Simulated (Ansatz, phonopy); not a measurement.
# CaSe (Fm-3m): phonons against volume, part 4 of 5

Which modes of CaSe drive its thermal expansion?

Experimental results on record:
- heat capacity C_P per formula unit 48.1 J/mol/K near room temperature (given in “High-Throughput Prediction of Finite-Temperature Properties using the Quasi-Harmonic Approximation”, 2016, arXiv:1603.06924)

Ansatz 0.2.0; DFT LDA, scalar-relativistic, plane waves, PAW.

So far, highest frequency (cm⁻¹): step 5 (lattice dynamics at this volume, V/V0 1) 268.

The database entry behind the starting cell differs from later determinations by our own check (0.1 to 0.3 % short, probably kX units), so it need not match the best structure at ambient conditions.

### 8. A cell at another volume, V/V0 0.985

Symmetry fixes every atom, so a single point at the scaled cell gives the energy and pressure of this member.

The cell differs from the one that the last finished run ended in (a 4.115 → 4.074 Å, b 4.115 → 4.074 Å, c 4.115 → 4.074 Å).

input.yaml reads:

```yaml
crystal:
  lattice:
    - [0.0, 2.8810976763, 2.8810976763]
    - [2.8810976763, 0.0, 2.8810976763]
    - [2.8810976763, 2.8810976763, 0.0]
  atoms:
    - { symbol: Ca, position: [0.0, 0.0, 0.0] }
    - { symbol: Se, position: [0.5, 0.5, 0.5] }
kpoints:
  mp_grid: { grid: [8, 8, 8] }
hamiltonian:
  xc: lda
scf:
  occupations: { method: fixed }
output:
  forces: true
  stress: true
  eigenvalues: true
```

Run with:

```console
> ansatz run input.yaml --threads 4 --pin off --max-ram 8192MiB --backend cpu --events-out ev --progress --plain --runs-dir out
```

Numbers of over 12 decimals in the logs are rounded to 6 here.

The log of the run:

```text
[...]
Crystal: 2 atoms, lattice volume = 47.830 Å³
Basis set: ecut = 420 eV, 941 PW (Γ)
Bands: 17, of which v1, the nominal top of the filled ones, is band 13 counted from 1 (12 counted from 0)
Symmetry: 48 space group operations
[...]
k-points: 29 of 512
[...]
--- Band table (eV; the first three rows and the last of 29) ---
  k-point 0: bands = [... 9 lower, -4.3979, 7.7556, 7.7556, 7.7556, 11.2674, 11.2674, 11.2674, 11.2856]
  k-point 1: bands = [... 9 lower, -4.2837, 6.8991, 7.4638, 7.4638, 11.2580, 11.5048, 11.5048, 12.2601]
  k-point 2: bands = [... 9 lower, -3.9932, 5.5324, 6.9233, 6.9233, 11.3687, 12.0790, 12.0790, 13.5612]
  k-point 28: bands = [... 9 lower, -3.6083, 5.5681, 5.5681, 5.8682, 12.0737, 12.0737, 13.0783, 13.6610]
[key lines of the parts left out:]
SCF converged after 6 iterations
Free energy (F): -7160.089888 eV
Fermi energy:    7.755590 eV
P = ⅓ Tr σ = 0.8862 GPa (8.862 kbar)
```

It took 0.43 s on 4 threads of Arm Neoverse V2, shared host; peak memory 0.34 GiB.

The run ends at a pressure of 0.89 GPa.

### 9. Phonons, V/V0 0.985

Phonons at this volume give one point of F(V, T); meshes stay fixed along the series.

input.yaml, the sections that differ from step 8:

```yaml
output:
  eigenvalues: true
phonons:
  method: dfpt
  dielectric: true
  rigid_motions: translations
  qmesh: [4, 4, 4]
  temperatures: { t_max: 1000, t_step: 50 }
  qpath:
    path:
      - [[0.0, 0.0, 0.0], [0.5, 0.0, 0.5], [0.625, 0.25, 0.625]]
      - [[0.375, 0.375, 0.75], [0.0, 0.0, 0.0], [0.5, 0.5, 0.5], [0.5, 0.25, 0.75], [0.5, 0.0, 0.5]]
    npoints: 10
# crystal, kpoints, hamiltonian, scf: as in step 8
```

The log of the run:

```text
[...]
Crystal: 2 atoms, lattice volume = 47.830 Å³
Basis set: ecut = 420 eV, 941 PW (Γ), exchange–correlation on 60×60×60 points (8 copies of the dense FFT grid, shifted against one another)
Bands: 17, of which v1, the nominal top of the filled ones, is band 13 counted from 1 (12 counted from 0)
Symmetry: 48 space group operations
k-points: 59 of 512 (irreducible under 8 space group operations, time reversal used)
[...]
optical modes at Γ + LO–TO along q̂ = [0.0000, 1.0000, 0.0000]:
      ω (cm⁻¹)  modes    IR ((D/Å)²/amu)
        197.55      2             9.5527
        272.20      1             4.7763
  optical modes at Γ + LO–TO along q̂ = [0.0000, 0.0000, 1.0000]:
      ω (cm⁻¹)  modes    IR ((D/Å)²/amu)
        197.55      2             9.5527
        272.20      1             4.7763
--- Phonons (arbitrary-q DFPT): 8 irreducible q on the 4×4×4 mesh ---
[...]
interpolated dispersion: 63 rows × 6 modes
[...]
[key lines of the parts left out:]
SCF converged after 7 iterations
Free energy (F): -7160.089888 eV
Fermi energy:    7.755546 eV
```

Elapsed: 1.7 min, on 4 threads; peak memory 1.2 GiB; 6.6 min of CPU time.

No mode is imaginary beyond numerical noise at the solved wavevectors. The highest zone-centre mode (no LO–TO term) moved by +3.2 % for a volume change of -1.5 %.

### 10. Single point at a scaled cell, V/V0 1.03

Symmetry fixes every atom, so a single point at the scaled cell gives the energy and pressure of this member.

The cell differs from the one that the last finished run ended in (a 4.074 → 4.136 Å, b 4.074 → 4.136 Å, c 4.074 → 4.136 Å).

input.yaml, the sections that differ from step 9:

```yaml
crystal:
  lattice:
    - [0.0, 2.9243205775, 2.9243205775]
    - [2.9243205775, 0.0, 2.9243205775]
    - [2.9243205775, 2.9243205775, 0.0]
  atoms:
    - { symbol: Ca, position: [0.0, 0.0, 0.0] }
    - { symbol: Se, position: [0.5, 0.5, 0.5] }
output:
  forces: true
  stress: true
  eigenvalues: true
# kpoints, hamiltonian, scf: as in step 9
# phonons: removed
```

The log of the run:

```text
[...]
Crystal: 2 atoms, lattice volume = 50.016 Å³
Basis set: ecut = 420 eV, 941 PW (Γ)
Bands: 17, of which v1, the nominal top of the filled ones, is band 13 counted from 1 (12 counted from 0)
Symmetry: 48 space group operations
[...]
k-points: 29 of 512
[...]
--- Band table (eV; the first three rows and the last of 29) ---
  k-point 0: bands = [... 9 lower, -4.7796, 7.2074, 7.2074, 7.2074, 10.4797, 10.7492, 10.7492, 10.7492]
  k-point 1: bands = [... 9 lower, -4.6779, 6.3848, 6.9422, 6.9422, 10.6803, 10.9725, 10.9725, 11.4847]
  k-point 2: bands = [... 9 lower, -4.4197, 5.0833, 6.4431, 6.4431, 10.7944, 11.5141, 11.5141, 12.8815]
  k-point 28: bands = [... 9 lower, -4.0632, 5.1248, 5.1248, 5.4254, 11.4960, 11.4960, 12.4048, 12.9432]
[key lines of the parts left out:]
SCF converged after 6 iterations
Free energy (F): -7160.084372 eV
Fermi energy:    7.207420 eV
P = ⅓ Tr σ = -1.5984 GPa (-15.984 kbar)
```

The job ended after 0.44 s (4 threads; peak memory 0.34 GiB).

The run ends at a pressure of -1.60 GPa.

### 11. Lattice dynamics at this volume, V/V0 1.03

The same q-mesh and k-mesh are kept at every volume, so that much of their error can cancel in the differences.

input.yaml, the sections that differ from step 10:

```yaml
output:
  eigenvalues: true
phonons:
  method: dfpt
  dielectric: true
  rigid_motions: translations
  qmesh: [4, 4, 4]
  temperatures: { t_max: 1000, t_step: 50 }
  qpath:
    path:
      - [[0.0, 0.0, 0.0], [0.5, 0.0, 0.5], [0.625, 0.25, 0.625]]
      - [[0.375, 0.375, 0.75], [0.0, 0.0, 0.0], [0.5, 0.5, 0.5], [0.5, 0.25, 0.75], [0.5, 0.0, 0.5]]
    npoints: 10
# crystal, kpoints, hamiltonian, scf: as in step 10
```

The log of the run:

```text
[...]
Crystal: 2 atoms, lattice volume = 50.016 Å³
Basis set: ecut = 420 eV, 941 PW (Γ), exchange–correlation on 60×60×60 points (8 copies of the dense FFT grid, shifted against one another)
Bands: 17, of which v1, the nominal top of the filled ones, is band 13 counted from 1 (12 counted from 0)
Symmetry: 48 space group operations
k-points: 59 of 512 (irreducible under 8 space group operations, time reversal used)
[...]
optical modes at Γ + LO–TO along q̂ = [0.0000, 1.0000, 0.0000]:
      ω (cm⁻¹)  modes    IR ((D/Å)²/amu)
        179.72      2             9.6749
        259.00      1             4.8375
  optical modes at Γ + LO–TO along q̂ = [0.0000, 0.0000, 1.0000]:
      ω (cm⁻¹)  modes    IR ((D/Å)²/amu)
        179.72      2             9.6749
        259.00      1             4.8375
--- Phonons (arbitrary-q DFPT): 8 irreducible q on the 4×4×4 mesh ---
[...]
interpolated dispersion: 63 rows × 6 modes
[...]
[key lines of the parts left out:]
SCF converged after 7 iterations
Free energy (F): -7160.084373 eV
Fermi energy:    7.207382 eV
```

Wall time 1.8 min (4 threads); peak memory 1.2 GiB.

No mode is imaginary beyond numerical noise at the solved wavevectors. The highest zone-centre mode (no LO–TO term) moved by -6.2 % for a volume change of +3.0 %.

### 12. A cell at another volume, V/V0 0.97

Symmetry fixes every atom, so a single point at the scaled cell gives the energy and pressure of this member.

The cell differs from the one that the last finished run ended in (a 4.136 → 4.054 Å, b 4.136 → 4.054 Å, c 4.136 → 4.054 Å).

input.yaml, the sections that differ from step 11:

```yaml
crystal:
  lattice:
    - [0.0, 2.8663979426, 2.8663979426]
    - [2.8663979426, 0.0, 2.8663979426]
    - [2.8663979426, 2.8663979426, 0.0]
  atoms:
    - { symbol: Ca, position: [0.0, 0.0, 0.0] }
    - { symbol: Se, position: [0.5, 0.5, 0.5] }
output:
  forces: true
  stress: true
  eigenvalues: true
# kpoints, hamiltonian, scf: as in step 11
# phonons: removed
```

The log of the run:

```text
[...]
Crystal: 2 atoms, lattice volume = 47.102 Å³
Basis set: ecut = 420 eV, 941 PW (Γ)
Bands: 17, of which v1, the nominal top of the filled ones, is band 13 counted from 1 (12 counted from 0)
Symmetry: 48 space group operations
[...]
k-points: 29 of 512
[...]
--- Band table (eV; the first three rows and the last of 29) ---
  k-point 0: bands = [... 9 lower, -4.2629, 7.9502, 7.9502, 7.9502, 11.4491, 11.4491, 11.4491, 11.5721]
  k-point 1: bands = [... 9 lower, -4.1441, 7.0816, 7.6486, 7.6486, 11.4564, 11.6914, 11.6914, 12.5402]
  k-point 2: bands = [... 9 lower, -3.8417, 5.6919, 7.0931, 7.0931, 11.5698, 12.2771, 12.2771, 13.8006]
  k-point 28: bands = [... 9 lower, -3.4470, 5.7261, 5.7261, 6.0253, 12.2767, 12.2767, 13.3154, 13.9137]
[key lines of the parts left out:]
SCF converged after 6 iterations
Free energy (F): -7160.083687 eV
Fermi energy:    7.950230 eV
P = ⅓ Tr σ = 1.8513 GPa (18.513 kbar)
```

It took 0.43 s on 4 threads; peak memory 0.32 GiB.

The run ends at a pressure of 1.85 GPa.

### 13. Lattice dynamics at this volume, V/V0 0.97

Phonons at this volume give one point of F(V, T); meshes stay fixed along the series.

input.yaml, the sections that differ from step 12:

```yaml
output:
  eigenvalues: true
phonons:
  method: dfpt
  dielectric: true
  rigid_motions: translations
  qmesh: [4, 4, 4]
  temperatures: { t_max: 1000, t_step: 50 }
  qpath:
    path:
      - [[0.0, 0.0, 0.0], [0.5, 0.0, 0.5], [0.625, 0.25, 0.625]]
      - [[0.375, 0.375, 0.75], [0.0, 0.0, 0.0], [0.5, 0.5, 0.5], [0.5, 0.25, 0.75], [0.5, 0.0, 0.5]]
    npoints: 10
# crystal, kpoints, hamiltonian, scf: as in step 12
```

The log of the run:

```text
[...]
Crystal: 2 atoms, lattice volume = 47.102 Å³
Basis set: ecut = 420 eV, 941 PW (Γ), exchange–correlation on 60×60×60 points (8 copies of the dense FFT grid, shifted against one another)
Bands: 17, of which v1, the nominal top of the filled ones, is band 13 counted from 1 (12 counted from 0)
Symmetry: 48 space group operations
k-points: 59 of 512 (irreducible under 8 space group operations, time reversal used)
[...]
optical modes at Γ + LO–TO along q̂ = [0.0000, 1.0000, 0.0000]:
      ω (cm⁻¹)  modes    IR ((D/Å)²/amu)
        203.70      2             9.5169
        276.86      1             4.7584
  optical modes at Γ + LO–TO along q̂ = [0.0000, 0.0000, 1.0000]:
      ω (cm⁻¹)  modes    IR ((D/Å)²/amu)
        203.70      2             9.5169
        276.86      1             4.7584
--- Phonons (arbitrary-q DFPT): 8 irreducible q on the 4×4×4 mesh ---
[...]
interpolated dispersion: 63 rows × 6 modes
[...]
[key lines of the parts left out:]
SCF converged after 7 iterations
Free energy (F): -7160.083688 eV
Fermi energy:    7.950180 eV
```

Run time: 1.7 min. Hardware: 4 threads; peak memory 1.2 GiB.

No mode is imaginary beyond numerical noise at the solved wavevectors. The highest zone-centre mode (no LO–TO term) moved by +6.4 % for a volume change of -3.0 %.

### 14. A cell at another volume, V/V0 1.05

Symmetry fixes every atom, so a single point at the scaled cell gives the energy and pressure of this member.

The cell differs from the one that the last finished run ended in (a 4.054 → 4.162 Å, b 4.054 → 4.162 Å, c 4.054 → 4.162 Å).

input.yaml, the sections that differ from step 13:

```yaml
crystal:
  lattice:
    - [0.0, 2.9431270144, 2.9431270144]
    - [2.9431270144, 0.0, 2.9431270144]
    - [2.9431270144, 2.9431270144, 0.0]
  atoms:
    - { symbol: Ca, position: [0.0, 0.0, 0.0] }
    - { symbol: Se, position: [0.5, 0.5, 0.5] }
output:
  forces: true
  stress: true
  eigenvalues: true
# kpoints, hamiltonian, scf: as in step 13
# phonons: removed
```

The log of the run:

```text
[...]
Crystal: 2 atoms, lattice volume = 50.987 Å³
Basis set: ecut = 420 eV, 965 PW (Γ)
Bands: 17, of which v1, the nominal top of the filled ones, is band 13 counted from 1 (12 counted from 0)
Symmetry: 48 space group operations
[...]
k-points: 29 of 512
[...]
--- Band table (eV; the first three rows and the last of 29) ---
  k-point 0: bands = [... 9 lower, -4.9389, 6.9797, 6.9797, 6.9797, 10.1453, 10.5308, 10.5308, 10.5308]
  k-point 1: bands = [... 9 lower, -4.8422, 6.1710, 6.7251, 6.7251, 10.4296, 10.7482, 10.7482, 11.1706]
  k-point 2: bands = [... 9 lower, -4.5969, 4.8968, 6.2428, 6.2428, 10.5522, 11.2760, 11.2760, 12.5966]
  k-point 28: bands = [... 9 lower, -4.2526, 4.9413, 4.9413, 5.2411, 11.2532, 11.2532, 12.1224, 12.6422]
[key lines of the parts left out:]
SCF converged after 6 iterations
Free energy (F): -7160.071811 eV
Fermi energy:    6.979654 eV
P = ⅓ Tr σ = -2.5310 GPa (-25.310 kbar)
```

It took 0.46 s on 4 threads; peak memory 0.32 GiB.

The run ends at a pressure of -2.53 GPa.

### 15. Phonons, V/V0 1.05

The same q-mesh and k-mesh are kept at every volume, so that much of their error can cancel in the differences.

input.yaml, the sections that differ from step 14:

```yaml
output:
  eigenvalues: true
phonons:
  method: dfpt
  dielectric: true
  rigid_motions: translations
  qmesh: [4, 4, 4]
  temperatures: { t_max: 1000, t_step: 50 }
  qpath:
    path:
      - [[0.0, 0.0, 0.0], [0.5, 0.0, 0.5], [0.625, 0.25, 0.625]]
      - [[0.375, 0.375, 0.75], [0.0, 0.0, 0.0], [0.5, 0.5, 0.5], [0.5, 0.25, 0.75], [0.5, 0.0, 0.5]]
    npoints: 10
# crystal, kpoints, hamiltonian, scf: as in step 14
```

The log of the run:

```text
[...]
Crystal: 2 atoms, lattice volume = 50.987 Å³
Basis set: ecut = 420 eV, 965 PW (Γ), exchange–correlation on 60×60×60 points (8 copies of the dense FFT grid, shifted against one another)
Bands: 17, of which v1, the nominal top of the filled ones, is band 13 counted from 1 (12 counted from 0)
Symmetry: 48 space group operations
k-points: 59 of 512 (irreducible under 8 space group operations, time reversal used)
[...]
optical modes at Γ + LO–TO along q̂ = [0.0000, 1.0000, 0.0000]:
      ω (cm⁻¹)  modes    IR ((D/Å)²/amu)
        172.06      2             9.7355
        253.48      1             4.8678
  optical modes at Γ + LO–TO along q̂ = [0.0000, 0.0000, 1.0000]:
      ω (cm⁻¹)  modes    IR ((D/Å)²/amu)
        172.06      2             9.7355
        253.48      1             4.8678
--- Phonons (arbitrary-q DFPT): 8 irreducible q on the 4×4×4 mesh ---
[...]
interpolated dispersion: 63 rows × 6 modes
[...]
[key lines of the parts left out:]
SCF converged after 7 iterations
Free energy (F): -7160.071811 eV
Fermi energy:    6.979620 eV
```

It took 1.7 min on 4 threads; peak memory 1.3 GiB.

No mode is imaginary beyond numerical noise at the solved wavevectors. The highest zone-centre mode (no LO–TO term) moved by -10.2 % for a volume change of +5.0 %.

### 16. Mode Grüneisen parameters

This step: DFT LDA, scalar-relativistic, plane waves, PAW (phonopy 4.10.0).

Numbers from this step:

```yaml
share_of_modes_with_a_negative_grueneisen_parameter: 0.025
```

Mean Grüneisen, by row:

```
T (K)  heat-capacity-weighted mean  root mean square
   50                        1.123             1.338
  100                        1.353             1.529
  200                        1.424             1.584
  300                        1.438             1.594
  500                        1.445             1.599
  800                        1.447             1.601
```

[end of part 4 of 5]

[Logs are printed without paths, hosts, clocks, repeated set-up lines and the standing remarks that a program may print on its own settings, such as how far it seeks lower states.]

[Hosts, paths, dates, database ids (printed as entryN), source tags and the programs' standing remarks are cut or masked in the printed files.]

[A step with changed settings may run another functional than the one named; its input shows which.]

[Of the runs on displaced cells, only some may be shown.]
